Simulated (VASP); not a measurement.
# Ba (P6/mmm) in VASP: a series of runs, part 2 of 2

VASP 6.6.1. Earlier steps stand in the parts before.

### Step 3. Single point, LDA

INCAR reads:

```
SYSTEM = Ba
  PREC = Accurate
  ENCUT = 520
  EDIFF = 1E-7
  ISMEAR = 0
  SIGMA = 0.15
  LREAL = .FALSE.
  LASPH = .TRUE.
  NELM = 100
  ALGO = Fast
  ISIF = 2
  LWAVE = .FALSE.
  LCHARG = .TRUE.
  LELF = .TRUE.
  LVHAR = .TRUE.
  NBANDS = 17
```

KPOINTS reads:

```
regular mesh
0
G
  9 9 14
  0 0 0
```

POSCAR reads:

```
Ba
1.0
    6.9960670735      0.0000000000      0.0000000000
   -3.4980335368      6.0587718122      0.0000000000
    0.0000000000      0.0000000000      3.9093935500
Ba
2
Direct
    0.3333333333      0.6666666667      0.5000000000
    0.6666666667      0.3333333333      0.5000000000
```

Potentials or basis: VASP PAW LDA potentials, release 64 (Ba_sv).

Run with:

```console
cat potpaw_LDA.64/Ba_sv/POTCAR > POTCAR
mpirun -np 1 vasp_std > vasp.out
```

OUTCAR:

```text
SYSTEM = Ba
   PREC = Accurate
   ENCUT = 520
   EDIFF = 1E-7
   ISMEAR = 0
   LREAL = .FALSE.
   LASPH = .TRUE.
   NELM = 100
   ISIF = 2

 ion  position               nearest neighbor table
   1  0.333  0.667  0.500-   2 4.04   2 4.04   2 4.04
   2  0.667  0.333  0.500-   1 4.04   1 4.04   1 4.04

  LATTYP: Found a hexagonal cell.
 ALAT       =     6.9960670735
 C/A-ratio  =     0.5587987521

  Lattice vectors:

 A1 = (   6.9960670735,   0.0000000000,   0.0000000000)
 A2 = (  -3.4980335368,   6.0587718122,   0.0000000000)
 A3 = (   0.0000000000,   0.0000000000,   3.9093935500)

Analysis of symmetry for initial positions (statically):
=====================================================================
 Subroutine PRICEL returns:
 Original cell was already a primitive cell.

 Routine SETGRP: Setting up the symmetry group for a
 hexagonal supercell.

 Subroutine GETGRP returns: Found 24 space group operations
 (whereof 24 operations were pure point group operations)
 out of a pool of 24 trial point group operations.

The static configuration has the point symmetry D_6h.

Analysis of symmetry for dynamics (positions and initial velocities):
=====================================================================
 Subroutine PRICEL returns:
 Original cell was already a primitive cell.

 Routine SETGRP: Setting up the symmetry group for a
 hexagonal supercell.

 Subroutine GETGRP returns: Found 24 space group operations
 (whereof 24 operations were pure point group operations)
 out of a pool of 24 trial point group operations.

The dynamic configuration has the point symmetry D_6h.

 Subroutine INISYM returns: Found 24 space group operations
 (whereof 24 operations are pure point group operations),
 and found     1 'primitive' translations

----------------------------------------------------------------------------------------

                                     Primitive cell

[... 111 lines left out ...]
  volume/ion in A,a.u.               =      82.85       559.13
  Fermi-wavevector in a.u.,A,eV,Ry     =   0.809038  1.528860  8.905588  0.654542
  Thomas-Fermi vector in A             =   1.917955
   LORBIT       =      0    0 simple, 1 ext, 2 COOP (PROOUT), +10 PAW based schemes
   GGA     = CA    functional components
   LHFCALC =     F    Hartree Fock is set to
   AEXX    =    0.0000 exact exchange contribution
   IVDW    =     0    specifies the selected vdW correction
   LEPSILON=     F    determine dielectric tensor
   LRPA    =     F    only Hartree local field effects (RPA)
 non-spin polarized calculation
 RMM-DIIS sequential band-by-band and
 Gauss-broadening in eV      SIGMA  =   0.15
  energy-cutoff  :      520.00
  volume of cell :      165.71
 maximum number of plane-waves:      4488
 NGX is ok and might be reduce to    54
   NGX = 25   NGY = 25   NGZ = 15

 number of electron      20.0000003 magnetization

 Free energy of the ion-electron system (eV)
  ---------------------------------------------------
  ext. energy  EPLUGINS =         0.00000000
  ---------------------------------------------------
  free energy    TOTEN  =        -2.92424415 eV

  energy without entropy =       -2.85358730  energy(sigma->0) =       -2.88891573

 E-fermi :   0.3662     XC(G=0):  -6.5595

 val. band max:        0.3555440108   @ k =   0.1111   0.1111   0.0000
 cond. band min:       0.3663938130   @ k =   0.3333   0.2222   0.3571
 fundamental gap:      0.0108498021
 Fermi energy:         0.3662299653

 k-point     1 :       0.0000    0.0000    0.0000
  band No.  band energies     occupation
      1     -28.8317      2.00000
      2     -28.7617      2.00000
      3     -14.2355      2.00000
      4     -14.2355      2.00000
      5     -13.8370      2.00000
      6     -13.8370      2.00000
[... 457 lines left out ...]
      4     -14.0356      2.00000
      5     -14.0356      2.00000
      6     -13.7786      2.00000
[... 9 lines left out ...]
     16       2.1546      0.00000
     17       3.2577      0.00000

 [... further k-points ...]

------------------------ aborting loop because EDIFF is reached ----------------------------------------

  FORCE on cell =-STRESS in cart. coord.  units (eV):
  Direction    XX          YY          ZZ          XY          YZ          ZX
  --------------------------------------------------------------------------------------
  -------------------------------------------------------------------------------------
  Total       -0.3849754     -0.3849754     -0.8720626      0.0000000      0.0000000     -0.0000000
  in kB       -3.7221648     -3.7221648     -8.4316054      0.0000000      0.0000000     -0.0000000
  external PRESSURE =      -5.2919783 kB  Pullay stress =       0.0000000 kB

 VOLUME and BASIS-vectors are now :
 -----------------------------------------------------------------------------
  energy-cutoff  :      520.00
  volume of cell :      165.71
      direct lattice vectors                 reciprocal lattice vectors
     6.996067073  0.000000000  0.000000000     0.142937452  0.082524976  0.000000000
    -3.498033537  6.058771812  0.000000000     0.000000000  0.165049953  0.000000000
     0.000000000  0.000000000  3.909393550     0.000000000  0.000000000  0.255794150

 POSITION                                       TOTAL-FORCE (eV/Angst)
 -----------------------------------------------------------------------------------
     -0.00000      4.03918      1.95470         0.000000     -0.000000     -0.000000
      3.49803      2.01959      1.95470        -0.000000      0.000000      0.000000
 -----------------------------------------------------------------------------------
    total drift:                               -0.000000      0.000000     -0.000000

  FREE ENERGIE OF THE ION-ELECTRON SYSTEM (eV)
  ---------------------------------------------------
  free  energy   TOTEN  =        -2.9242441536 eV

  energy  without entropy=       -2.8535873022  energy(sigma->0) =       -2.88891573
```

OSZICAR:

```text
N       E                     dE             d eps       ncg     rms          rms(c)
DAV:   1     0.156129693051E+03    0.15613E+03   -0.78300E+03  3264   0.918E+02
DAV:   2     0.931781283145E+01   -0.14681E+03   -0.14354E+03  4982   0.189E+02
DAV:   3    -0.256725387214E+01   -0.11885E+02   -0.11766E+02  4323   0.591E+01
DAV:   4    -0.305889796241E+01   -0.49164E+00   -0.49005E+00  5224   0.832E+00
DAV:   5    -0.306423927383E+01   -0.53413E-02   -0.53384E-02  4467   0.992E-01    0.260E+00
RMM:   6    -0.295268774291E+01    0.11155E+00   -0.50401E-02  3502   0.112E+00    0.146E+00
RMM:   7    -0.292346516704E+01    0.29223E-01   -0.67941E-02  3912   0.125E+00    0.291E-01
RMM:   8    -0.292395239333E+01   -0.48723E-03   -0.14167E-02  4901   0.503E-01    0.574E-02
RMM:   9    -0.292415917528E+01   -0.20678E-03   -0.18342E-03  5082   0.146E-01    0.506E-02
RMM:  10    -0.292423312846E+01   -0.73953E-04   -0.33823E-04  4861   0.652E-02    0.196E-02
RMM:  11    -0.292423787805E+01   -0.47496E-05   -0.15727E-04  5289   0.317E-02    0.777E-03
RMM:  12    -0.292424212352E+01   -0.42455E-05   -0.45947E-05  5078   0.170E-02    0.597E-03
RMM:  13    -0.292424344740E+01   -0.13239E-05   -0.16335E-05  5469   0.938E-03    0.178E-03
RMM:  14    -0.292424388609E+01   -0.43870E-06   -0.49413E-06  4427   0.447E-03    0.119E-03
RMM:  15    -0.292424408449E+01   -0.19840E-06   -0.20545E-06  4120   0.273E-03    0.466E-04
RMM:  16    -0.292424415360E+01   -0.69110E-07   -0.74942E-07  3729   0.177E-03
   1 F= -.29242442E+01 E0= -.28889157E+01  d E =-.706569E-01
```

stdout:

```text
POSCAR found type information on POSCAR Ba
 POSCAR found :  1 types and       2 ions
 scaLAPACK will be used
 LDA part: xc-table for (Slater(with rela. corr.)+CA(PZ))
 , standard interpolation
 POSCAR, INCAR and KPOINTS ok, starting setup
 FFT: planning ... GRIDC
 FFT: planning ... GRID_SOFT
 FFT: planning ... GRID
 WAVECAR not read
 entering main loop
WARNING in EDDRMM: call to ZHEGV failed, returncode =   6  3     12
WARNING in EDDRMM: call to ZHEGV failed, returncode =   8  4     12
WARNING in EDDRMM: call to ZHEGV failed, returncode =   6  3     12
 num prob  num prob  num prob  num prob RMM:  15    -0.292424408449E+01   -0.19840E-06   -0.20545E-06  4120   0.273E-03    0.466E-04
 num prob  num prob  num prob  num prob  num prob  num prob  num prob  num prob RMM:  16    -0.292424415360E+01   -0.69110E-07   -0.74942E-07  3729   0.177E-03
```

It took 3.5 min on 1 thread of Intel Xeon 6975P-C (Granite Rapids), shared host; peak memory 0.36 GiB.

What came out:

- Free energy: -2.9242 eV
- Pressure: -0.5 GPa
- Band gap on the k mesh: none (metal or under the smearing width)

Spin-orbit coupling is left out, which matters for the levels of Ba.
